Stretch a crystal in two directions and it should thin in the third by just enough to keep its volume. For a small stretch $e$ along both in-plane axes, that means a strain of $-2e$ along the normal. For indium phosphide stretched in the plane of a cube face, the same answer follows from asking that the bonds keep their length, or that the pressure return to zero. Yet it is wrong by almost a factor of two.

Ansatz 0.2.0 calculations (r2SCAN, scalar-relativistic plane-wave PAW, 500 eV cutoff, 8×8×8 k mesh, 0.05 eV Gaussian smearing) for zincblende InP, unrelaxed a = 5.861 Å, strained at fixed fractional coordinates. Rows 1 to 5 have in-plane strains of −0.03, −0.015, 0, 0.015 and 0.03. Energies are relative to the unstrained cell; pressure is positive in compression.

```
strain zz  energy change row 1 (meV/atom)  energy change row 2 (meV/atom)  energy change row 3 (meV/atom)  energy change row 4 (meV/atom)  energy change row 5 (meV/atom)  pressure row 2 (GPa)  pressure row 3 (GPa)  pressure row 4 (GPa)
    -0.03                            76.6                            39.1                            15.5                             4.6                             5.1                  6.94                  4.13                  1.68
   -0.015                            56.5                            24.4                             5.8                            -0.6                             3.9                  5.49                  2.86                  0.58
        0                            40.8                            14.0                             0.0                            -2.3                             5.9                  4.13                  1.68                 -0.44
    0.015                            29.6                             7.5                            -2.1                            -0.6                            11.0                  2.86                  0.58                 -1.39
     0.03                            22.7                             5.0                            -0.7                             4.4                            19.1                  1.68                 -0.44                 -2.27
```

The columns numbered 1 to 5 belong to in-plane strains of −3, −1.5, 0, +1.5 and +3 %, and strain zz, here called $z$, runs down the table. In each energy column the lowest point marks the thickness that the crystal would choose if its plane were held and its top left free. Fixing the fractional coordinates does no harm here, because the forces on the atoms are zero in every cell. A parabola through each of columns 3 to 5 puts this best $z$ at +1.6, 0.0 and −1.7 %. In columns 1 and 2 the energy is still falling at the last point, so their minima lie outside the scan.

The best $z$ thus drops by about 1.1 times the in-plane stretch. This rules out the idea that each direction has its own independent spring, for then the minimum would stay where it was. It also rules out constant volume: between the minima of columns 3 and 4 the cell grows by 1.4 %. The crystal does thin, but it stops about halfway to restoring its volume.

**Why it stops halfway**

In the zincblende structure each atom has four bonds, which point along body diagonals of the cube. Under this kind of strain the four stretch equally, by the fraction $(2e+z)/3$ when the strains are small. Thinning by $2e$ would therefore restore volume and bond lengths together. If the bonds were stiff rods on free hinges, the crystal would do exactly that.

The hinges are not free, as three cells in the table show. They are the undisturbed cell, the cell with the plane stretched by 1.5 % and $z$ at −3 %, and its opposite with the plane compressed by 1.5 % and $z$ at +3 %. Their pressures agree at 1.68 GPa, their volumes differ by less than 0.1 %, and the same calculations give them the same bond length to within 0.001 Å. Yet the two distorted cells lie 4.6 and 5.0 meV/atom above the undistorted one, and the small volume difference explains only about 0.2 meV/atom of that.

A change of shape therefore costs energy even when volume and bond length stay put. What has changed is the angles between the bonds: in the first distorted cell the widest has opened from the ideal tetrahedral angle to 111.9°. Covalent bonds are directional, so bending them away from the tetrahedral arrangement weakens them. That is the standard explanation of the cost, though these total energies do not separate it from the electrostatic forces in a partly ionic crystal.

**Two limits and the balance between them**

Let $e$ and $z$ now be measured from the relaxed cubic crystal. To second order, the energy per volume is then a volume cost plus a shape cost,

$$\frac{E}{V}=\frac{K}{2}(2e+z)^2+\frac{2C'}{3}(z-e)^2 ,$$

where $K$ is the bulk modulus and $C'$ the stiffness against this change of shape. If only volume mattered, the best choice would be $z=-2e$. If only shape mattered, it would be $z=+e$, and a cube pulled wider would grow taller to remain a cube. The real crystal must settle between these limits, and setting the derivative with respect to $z$ to zero shows where:

$$z=-\frac{2K-\tfrac43 C'}{K+\tfrac43 C'}\,e .$$

Both stiffnesses can be had without looking at the minima. The pressures of two cubic cells give $K\approx 69$ GPa, and the energies of the two distorted cells above give $C'\approx 22$ GPa. Then $\tfrac43C'\approx 29$ GPa, and the slope is $-(2\times 69-29)/(69+29)\approx-1.1$. The minima themselves give −1.08 between columns 3 and 4 and −1.14 between columns 4 and 5.

The formula also tells how a related crystal would behave. Only the ratio $C'/K$ matters: the easier the angles bend compared with the resistance to a change of volume, the closer the crystal comes to keeping its volume.

A harder test is column 5, since none of its energies was used to set $K$ or $C'$. For this test the program puts the logarithm of the volume ratio in place of $2e+z$ and allows for the pressure of the starting cell. With both costs included, the model then reproduces the column to within 0.6 meV/atom, while the energies themselves span 15 meV/atom. With the volume cost alone it misses by up to 8 meV/atom and lets the energy fall all the way to $z=-3$ %. The full comparison is in the output below.

The formula for the best $z$ has a visible fault. It predicts a single slope, whereas the computed one steepens slightly as the plane widens. Terms beyond second order must be responsible. They can bend the true line of minima, but they can also shift the minima of the fitted parabolas a little, and the two slopes alone do not separate these effects.

**Zero pressure is the wrong target**

The pressure columns make the constant-volume answer look right. From column 3 to column 4, the $z$ at which the pressure vanishes shifts by −2.0 times the in-plane strain. But this pressure is the average of the stresses along the three axes, and it follows the volume closely. On the stretched side, a cell at zero pressure is still pulled in the plane and squeezed along the normal, and the two merely cancel in the average.

The two conditions agree only where the crystal is free of stress altogether. The line of lowest energy and the line of zero pressure cross where both strains are about 0.8 %, which is a cubic cell, as it should be. The relaxed lattice constant at this level of theory is therefore near 5.91 Å, and the starting cell was somewhat compressed. This is why some energies in the table are negative, and why the best $z$ in column 3 is not zero.

**What to do about it**

A thin InP layer grown on a cube face of a substrate with a slightly larger lattice is in just this situation: the substrate fixes its plane, and its upper surface is free. To predict its thickness, minimise the energy along the normal or set the normal stress to zero, and do not aim for zero pressure. Measure strains from the relaxed lattice constant of the same calculation, because an unrelaxed start shifts every strain.

The difference matters when strain is inferred from the vertical lattice spacing. A layer stretched by 1.0 % in its plane contracts by about 1.1 % along the normal. Read with the constant-volume rule, that contraction would suggest a stretch of only 0.55 %, about half the true value. The factor of 1.1 was found for a cube face, from slight compression to a stretch of roughly two per cent against the relaxed crystal, and it comes from a calculation at zero temperature with a single density functional.

Numerical output:

```
largest miss of the parabola at in-plane 0 (meV/atom): 0.08
largest miss of the parabola at in-plane 1.5 % (meV/atom): 0.04
largest miss of the parabola at in-plane 3 % (meV/atom): 0.04
best z strain at in-plane 0 (%): 1.634
best z strain at in-plane 1.5 % (%): 0.01765
best z strain at in-plane 3 % (%): -1.698
slope of best z strain from in-plane 0 to 1.5 %: -1.077
slope of best z strain from in-plane 1.5 to 3 %: -1.144
z strain of zero pressure at in-plane 0 (%): 2.353
z strain of zero pressure at in-plane 1.5 % (%): -0.6471
slope of the zero-pressure line: -2
in-plane strain where the two lines cross (%): 0.7795
z strain where the two lines cross (%): 0.7939
lattice constant at the crossing (A): 5.907
bulk modulus K from pressures of two cubic cells (GPa): 68.73
volume correction to the shape energy (meV/atom): 0.1782
shape stiffness C' from equal-volume cells (GPa): 21.79
slope predicted from K and C': -1.109
energies at in-plane 3 % in meV/atom:
     row  computed  volume_and_shape  volume_only
   -0.03       5.1             5.087        -3.13
  -0.015       3.9             3.462        -1.16
     0.0       5.9              5.32        3.266
   0.015        11             10.55        10.04
    0.03      19.1             19.05        19.05
largest miss of volume and shape at in-plane 3 % (meV/atom): 0.5799
largest miss of volume only at in-plane 3 % (meV/atom): 8.23
widest bond angle at in-plane 1.5 % and z -3 % (degrees): 111.9
Poisson ratio from the slope between in-plane 0 and 1.5 %: 0.3501
volume growth between the minima at in-plane 0 and 1.5 % (%): 1.384
```
